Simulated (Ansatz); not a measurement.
# How the conductance of W/GaN/HfC changes with thickness, part 3 of 5

How fast does the current through W/GaN/HfC fall with each added layer? The lower electrode is W bcc(001), the upper one HfC rock salt(001); the barrier is GaN zinc blende(001) (Ga and Ga faces). In the first transport cell, after relaxation, the nearest pair of electrode and barrier is W–Ga at 2.84 Å, at a slant, at the lower face and C–Ga at 2.35 Å, at a slant, at the upper one. All share a net of side 3.17 Å, which strains the lower electrode by +0.0 %, the upper one by -3.6 % and the barrier by -1.5 %, against typed lattice constants near PBE's. The first steps treat the bulk electrodes alone.

Ansatz 0.2.0; PBE DFT, plane waves, PAW files (the session's first sound run).

So far. Step 4 (Relaxing the interfaces): The largest force component on a free atom ends at 0.023 eV/Å. At one or more of this run's solves the program warned of density in the dipole ramp over its bound, where dipole, forces and levels can be off.

## Step 5: The open system: T(E)

This step: PBE DFT, plane waves, PAW files; ballistic transmission by layer matching between semi-infinite leads (Ansatz 0.2.0).

System of this step: W/GaN/HfC. The cell holds 44 atoms: 11 W, 5 Ga, 4 N, 12 C and 12 Hf. Cell: a = 3.170 Å, b = 3.170 Å, c = 69.065 Å, α = 90.0°, β = 90.0°, γ = 90.0°. Regions: left electrode, 11 atoms (11 W); barrier, 9 atoms (5 Ga and 4 N); right electrode, 24 atoms (12 C and 12 Hf). Vacuum lies along c.

The relaxed core is set between ideal electrode layers (this cell holds 9 atomic planes between the electrodes; where that differs from the relaxed slab, whole periods were copied in or cut out without a new relaxation), which the solver continues as semi-infinite leads. A wide energy window on a coarse mesh (10×10) shows where the Fermi level lies against the barrier's bands; the projected density of states shows how far the metals' states reach in.

input.yaml reads:

```yaml
crystal:
  lattice:
    - [3.17, 0.0, 0.0]
    - [0.0, 3.17, 0.0]
    - [0.0, 0.0, 69.0647948404]
  atoms:
    - { symbol: W, position: [0.0, 0.0, 0.1013540982] }
    - { symbol: W, position: [0.5, 0.5, 0.1244771853] }
    - { symbol: W, position: [0.0, 0.0, 0.1476002723] }
    - { symbol: W, position: [0.5, 0.5, 0.1707233594] }
    - { symbol: W, position: [0.0, 0.0, 0.1938464464] }
    - { symbol: W, position: [0.5, 0.5, 0.2169695335] }
    - { symbol: W, position: [0.0, 0.0, 0.2400926206] }
    - { symbol: W, position: [0.5, 0.5, 0.2632157076] }
    - { symbol: W, position: [0.0, 0.0, 0.2863387947] }
    - { symbol: W, position: [0.5, 0.5, 0.3094618817] }
    - { symbol: W, position: [0.0, 0.0, 0.3306828265] }
    - { symbol: Ga, position: [0.5, 0.5, 0.3558320107] }
    - { symbol: "N", position: [0.0, 0.5, 0.3742829334] }
    - { symbol: Ga, position: [0.0, 0.0, 0.3904336091] }
    - { symbol: "N", position: [0.5, 0.0, 0.4077179828] }
    - { symbol: Ga, position: [0.5, 0.5, 0.4238835054] }
    - { symbol: "N", position: [0.0, 0.5, 0.4411743841] }
    - { symbol: Ga, position: [0.0, 0.0, 0.4573482334] }
    - { symbol: "N", position: [0.5, 0.0, 0.4746645171] }
    - { symbol: Ga, position: [0.5, 0.5, 0.4913967616] }
    - { symbol: C, position: [0.0, 0.5, 0.5165663884] }
    - { symbol: Hf, position: [0.5, 0.0, 0.5241455018] }
    - { symbol: C, position: [0.5, 0.0, 0.5567255491] }
    - { symbol: Hf, position: [0.0, 0.5, 0.5567255491] }
    - { symbol: C, position: [0.0, 0.5, 0.5909175844] }
    - { symbol: Hf, position: [0.5, 0.0, 0.5909175844] }
    - { symbol: C, position: [0.5, 0.0, 0.6251096197] }
    - { symbol: Hf, position: [0.0, 0.5, 0.6251096197] }
    - { symbol: C, position: [0.0, 0.5, 0.6593016549] }
    - { symbol: Hf, position: [0.5, 0.0, 0.6593016549] }
    - { symbol: C, position: [0.5, 0.0, 0.6934936902] }
    - { symbol: Hf, position: [0.0, 0.5, 0.6934936902] }
    - { symbol: C, position: [0.0, 0.5, 0.7276857255] }
    - { symbol: Hf, position: [0.5, 0.0, 0.7276857255] }
    - { symbol: C, position: [0.5, 0.0, 0.7618777607] }
    - { symbol: Hf, position: [0.0, 0.5, 0.7618777607] }
    - { symbol: C, position: [0.0, 0.5, 0.796069796] }
    - { symbol: Hf, position: [0.5, 0.0, 0.796069796] }
    - { symbol: C, position: [0.5, 0.0, 0.8302618313] }
    - { symbol: Hf, position: [0.0, 0.5, 0.8302618313] }
    - { symbol: C, position: [0.0, 0.5, 0.8644538665] }
    - { symbol: Hf, position: [0.5, 0.0, 0.8644538665] }
    - { symbol: C, position: [0.5, 0.0, 0.8986459018] }
    - { symbol: Hf, position: [0.0, 0.5, 0.8986459018] }
kpoints:
  mp_grid: { grid: [8, 8, 1] }
scf:
  occupations: { method: fermi_dirac, width: 0.1 }
  max_iter: 150
hamiltonian:
  xc: pbe
output:
  transmission:
    kmesh: [10, 10]
    e_range: [-2.5, 2.5]
    de: 0.1
    leads: [[4, 5], [32, 34]]
  dos: { projected: true, e_range: [-6, 5], de: 0.05 }
  write_potential: true
  write_density: true
  volumetric_format: npy
  elf: true
```

Started as:

```console
$ ansatz run input.yaml --threads 4 --pin off --max-ram 10240MiB --backend cpu --events-out ev --progress --plain --runs-dir out
```

Numbers of over 12 decimals in the logs are rounded to 6 here.

Output:

```text
[...]
Crystal: 44 atoms, lattice volume = 694.025 Å³
Basis set: ecut = 420 eV, 13663 PW (Γ)
Bands: 360, of which v1, the nominal top of the filled ones, is band 300 counted from 1 (299 counted from 0)
Symmetry: 4 space group operations
[...]
k-points: 25 of 64
[...]
SCF iter   1: F=—  HF=-326369.008966 eV  |F-HF|=—  |Δ(HF+E_count)|=         —  Δρ=7.18e-3  dr2=2.13e1  ethr=1.77e-3  ⟨swp⟩=7.0  Hψ=35314  notcnv=0  defer=448
[...]
SCF iter  10: F=-326368.831173 eV  HF=-326368.831173 eV  |F-HF|=7.16e-9  |Δ(HF+E_count)|=   2.35e-8  Δρ=1.11e-6  dr2=2.48e-8  ethr=1.67e-11  ⟨swp⟩=4.2  Hψ=22036  notcnv=0
SCF 1 converged in 10 iterations: F = -326368.831173 eV  dr2 = 2.48e-8
[...]
transmission: 249 of 2484 steps passed
transmission: 497 of 2484 steps passed
[...]
transmission: 2484 of 2484 steps passed
WARN: The input density's exchange-correlation potential varies sharply where the density is thin. Do not read a vacuum level from v_tot or v_xc, or from such a field of the output density. On a cell that repeats whose density bears no net charge and no dipole along the vacuum's axis use v_es (v_loc + v_h of the components); under efield.dipole_correction with no amplitude use v_es + v_field, which holds any external [...]
SCF converged after 10 iterations
Free energy (F): -326368.831173 eV
[...]
Internal energy: -326368.431440 eV  (E = F + TS)
E sigma→0 (E₀):  -326368.631307 eV
Entropy (-TS):   -0.399733 eV (-9.085 meV/atom)
Fermi energy:    15.605236 eV
[...]
--- Band table (eV; the first three rows and the last of 25) ---
  k-point 0: bands = [... 296 lower, 15.6566, 15.6690, 15.7013, 15.7014, 15.7344, 15.7760, 15.7773, 15.7998, ... 56 higher]
  k-point 1: bands = [... 296 lower, 15.5032, 15.5051, 15.5632, 15.6200, 15.6734, 15.8240, 15.8953, 15.9932, ... 56 higher]
  k-point 2: bands = [... 296 lower, 15.2141, 15.3782, 15.4997, 15.6750, 15.8955, 15.9957, 16.2272, 16.2469, ... 56 higher]
  k-point 24: bands = [... 296 lower, 15.4987, 15.7825, 15.7846, 15.8122, 16.0111, 16.2054, 16.2128, 16.5693, ... 56 higher]
--- Transmission ---
  basis      : 89 plane waves across, 69 finite elements along
  points     : 36, standing for a mesh of 10 x 10
  energies   : 51 from -2.500000 to 2.500000 eV about the Fermi level, 0.100000 eV apart; the leads are filled to 0.000000 eV, and channels, transmission and decay are at 0.000000 eV
  crystal 0  : W1, at the sites [4, 5], period 1.5970 Å, over 15.97 Å; its Hamiltonian steps by up to 68.4 meV: too much for a lead, lay more layers or, if its atoms are ordered, name the step of that order
    offset         : up to 0.0000 Å between an atom of the period and one for which it stands
    channels       : 1.260000e0 a spin
    conductance    : none, the energies end too early or step too widely for 300 K: set another output.transmission.e_range or a lower de, or, where they end at an eighth of basis.ecutwfc, a higher one
    slowest decay  : 0.0545 /Å at (0.2000, 0.3000)
  crystal 1  : C1Hf1, at the sites [32, 34], period 2.3615 Å, over 25.98 Å; its Hamiltonian steps by up to 14.0 meV
[...]
channels       : 3.800000e-1 a spin
[...]
slowest decay  : 0.0234 /Å at (0.5000, 0.5000)
  junction   : crystal 0 to crystal 1, 14.88 to 48.38 Å
    transmission   : 3.445631e-4 a spin
[...]
```

Run time: 9.4 min. Hardware: 4 threads of Arm Neoverse V2, shared host; peak memory 7.2 GiB.

This step gave:

| Property | Result |
| --- | --- |
| free energy | -326368.8312 eV |
| Fermi energy | 15.61 eV |
| level to which the leads are filled | 0 eV from the Fermi level |
| transmission at the Fermi level (a spin, zone mean) | 3.45e-4 |
| channels of the lower lead | 1.26 |
| channels of the upper lead | 0.38 |
| potential step in the lower lead | 68.4 meV |
| potential step in the upper lead | 14 meV |

One spin. The transmission, zone mean by energy, zero at the Fermi level:

```csv
energy (eV),"transmission, zone mean"
-2.50,0.0253
-2.40,0.0351
-2.30,0.0328
-2.20,0.0162
-2.00,0.00316
-1.80,0.00189
-1.60,9.8e-4
-1.50,0.00215
-1.30,0.00123
-1.10,0.00678
-0.90,2.6e-4
-0.80,1.3e-4
-0.60,2.0e-4
-0.40,1.2e-4
-0.30,8.5e-5
-0.10,0.00314
0.00,3.4e-4
0.10,3.1e-4
0.30,0.00121
0.40,2.2e-4
0.60,0.0169
0.80,0.00112
0.90,0.00145
1.10,0.00144
1.30,0.00241
1.50,0.0103
1.60,0.00384
1.80,0.0245
1.90,0.0325
2.00,0.0137
2.20,0.00544
2.30,0.0253
2.50,0.0457
```

One spin. The open channels, zone mean by energy, zero at the Fermi level:

```csv
energy (eV),lower lead,upper lead
-2.50,2.19,1.87
-2.40,1.95,1.83
-2.20,2.43,1.81
-2.10,3.03,1.61
-2.00,3.35,1.55
-1.80,2.87,1.36
-1.70,2.71,1.32
-1.60,2.59,1.24
-1.40,1.95,1.12
-1.30,1.75,1.12
-1.10,1.5,0.88
-1.00,1.38,0.88
-0.90,1.34,0.84
-0.70,1.38,0.6
-0.60,1.22,0.36
-0.50,1.14,0.44
-0.30,0.94,0.32
-0.20,1.26,0.26
-0.10,1.18,0.3
0.00,1.26,0.38
0.10,1.34,0.44
0.20,1.58,0.4
0.30,1.54,0.42
0.50,1.7,0.46
0.60,1.74,0.46
0.70,1.84,0.46
0.90,2.36,0.57
1.00,2.4,0.64
1.10,2.4,0.76
1.30,2.68,0.82
1.40,2.72,0.82
1.60,2.68,0.92
1.70,2.52,0.96
1.80,2.6,1.04
2.00,2.56,1.08
2.10,2.44,1.12
2.20,1.99,1.16
2.40,2.26,1.24
2.50,2.26,1.24
```

Transmission over k1 and k2. At 0.0000 eV from the Fermi level.

Ten even steps from '0' (0.00 × 1e-2) to '9' (1.30 × 1e-2):
```
0000000000
0000000000
0000000000
0000000000
0000959000
0000000000
0000000000
0000000000
0000000000
0000000000
```
Columns: k1 (b1) from -0.5 to 0.4; rows upwards: k2 (b2) from -0.5 to 0.4.

Open channels of the lower lead over k1 and k2. At 0.0000 eV from the Fermi level.

Ten even steps from '0' (0.00) to '9' (4.00):
```
0000252000
0000272000
0002555200
9225999522
9575999575
9225999522
0002555200
0000272000
0000252000
5000999000
```
Columns: k1 (b1) from -0.5 to 0.4; rows upwards: k2 (b2) from -0.5 to 0.4.

Open channels of the upper lead over k1 and k2. At 0.0000 eV from the Fermi level.

Values, 10 rows by 10 columns:
```
0.00 1.00 1.00 0.00 0.00 0.00 0.00 0.00 1.00 1.00
0.00 1.00 1.00 0.00 0.00 0.00 0.00 0.00 1.00 1.00
0.00 0.00 0.00 1.00 0.00 0.00 0.00 1.00 0.00 0.00
0.00 0.00 0.00 0.00 1.00 2.00 1.00 0.00 0.00 0.00
0.00 0.00 0.00 0.00 2.00 6.00 2.00 0.00 0.00 0.00
0.00 0.00 0.00 0.00 1.00 2.00 1.00 0.00 0.00 0.00
0.00 0.00 0.00 1.00 0.00 0.00 0.00 1.00 0.00 0.00
0.00 1.00 1.00 0.00 0.00 0.00 0.00 0.00 1.00 1.00
0.00 1.00 1.00 0.00 0.00 0.00 0.00 0.00 1.00 1.00
0.00 0.00 0.00 0.00 0.00 0.00 0.00 0.00 0.00 0.00
```
Columns: k1 (b1) from -0.5 to 0.4; rows upwards: k2 (b2) from -0.5 to 0.4.

Projected DOS an atom over height of the atomic layer and energy from the Fermi level. Layers: W W W W W W W W W W W Ga N Ga N Ga N Ga N Ga C Hf HfC HfC HfC HfC HfC HfC HfC HfC HfC HfC HfC; projections on atoms miss part of the total, and the computed bands can run out at the top of the range; a column is the mean of 3 neighbouring layers, the last of those left over.

Ten even steps from '_' (0.01 states/eV) to '@' (1.95 states/eV), each cell a mean:
```
......::..::..--::::::
--::::--......--::::--
==----==..::..--::::::
##@@%%++......::......
++**##==__....::....::
==++**--____..........
##****--____..::......
++==----____..........
==----::______..______
--::::..______..______
**....--______..______
--::::--________......
==------________....::
**##**--..____..--::--
******==::__::--++++**
**##**====::--**####**
==####====::--==::::::
==::::::--::--::......
==--------::::::::..::
--++++--::::--::..::..
::====::..::::......__
..----......::..______
```
Columns: height of the atomic layer (Å) from 8.6 to 59.7 (not evenly spaced); rows upwards: energy from the Fermi level (eV) from -6 to 5.

ELF in the ca plane at fractional y = 0.000, with atoms of W and Ga and N and Hf and C within 0.2 Å of it. It is the smooth field of the valence electrons, not physical close to the nuclei.

Ten even steps from '0' (0.02) to '9' (0.82), each cell a mean:
```
62342674752433756731100111001222000012100122
33553366633543466423310012213687410001222378
35555321235554321246531001138999841000124898
55545544455456543467641000159715962000027951
55555532355555432357641000159857952000126985
34554333334553333234420011225998630001223699
52442487742543678622200012101354200012210245
72331651662434723731000111010211000012100121
```
Columns run along c (16.0 Å, from fractional 0.25 to 0.48 of the cell), rows up along a (3.2 Å). Atoms in or near the plane, at fractional coordinates: W at (0.29, 0.00), W at (0.33, 0.00), Ga at (0.39, 0.00), N at (0.41, 0.50), Ga at (0.46, 0.00), N at (0.47, 0.50).

Electrostatic potential energy in the ca plane at fractional y = 0.000, with atoms of W and Ga and N and Hf and C within 0.2 Å of it. With pseudopotentials it is smooth inside the atoms' cores, unlike the true potential.

Ten even steps from '0' (-50 eV) to '9' (18 eV), each cell a mean:
```
37998400048996200269999986666799999998666679
68999743479998533689999998667899999998766789
99999988899999888899999999888646999999988854
99999999999999999999999999998201799999999610
99999999999999999999999999998413899999999721
89999866689999766799999998778878999999877877
58998521258997311479999987666899999998666689
37998300038985100269999986666799999997666679
```
Columns run along c (16.0 Å, from fractional 0.25 to 0.48 of the cell; values clipped at the 3rd and 97th percentile), rows up along a (3.2 Å). Atoms in or near the plane, at fractional coordinates: W at (0.29, 0.00), W at (0.33, 0.00), Ga at (0.39, 0.00), N at (0.41, 0.50), Ga at (0.46, 0.00), N at (0.47, 0.50).

Valence density in the ca plane at fractional y = 0.000, with atoms of W and Ga and N and Hf and C within 0.2 Å of it. It is the smooth field of the valence electrons, not physical close to the nuclei.

Ten steps, logarithmic in the rise over the least value, from '0' (0 e/Å³) to '9' (36 e/Å³), each cell a mean:
```
24555211125554211245553100000258721000000026
13443111113443111124431000000123222110000012
11111111111111111111111000000001134321000000
11111111111111111111100000000000145531000000
11111111111111111111110000000000134431000000
12222111112221111112221000000011223210000001
24554211124554211135542100000135421100000014
25555211135555211245553100000279831000000138
```
Columns run along c (16.0 Å, from fractional 0.23 to 0.46 of the cell), rows up along a (3.2 Å). Atoms in or near the plane, at fractional coordinates: W at (0.24, 0.00), W at (0.29, 0.00), W at (0.33, 0.00), Ga at (0.39, 0.00), N at (0.41, 0.50), Ga at (0.46, 0.00).

At the Fermi level the transmission is 3.4e-4, as a zone mean for one spin on this coarse mesh. At the Fermi level the layers of this cell's barrier hold from 0.0055 to 0.16 states an eV and atom. In the worse lead the potential repeats within 68 meV, which the program flags as too much for a lead, so G carries that doubt.

[end of part 3 of 5]

[Logs are printed without paths, hosts, clocks, repeated set-up lines and the standing remarks that a program may print on its own settings, such as how far it seeks lower states.]

[Hosts, paths, dates, database ids (printed as entryN), source tags and the programs' standing remarks are cut or masked in the printed files.]
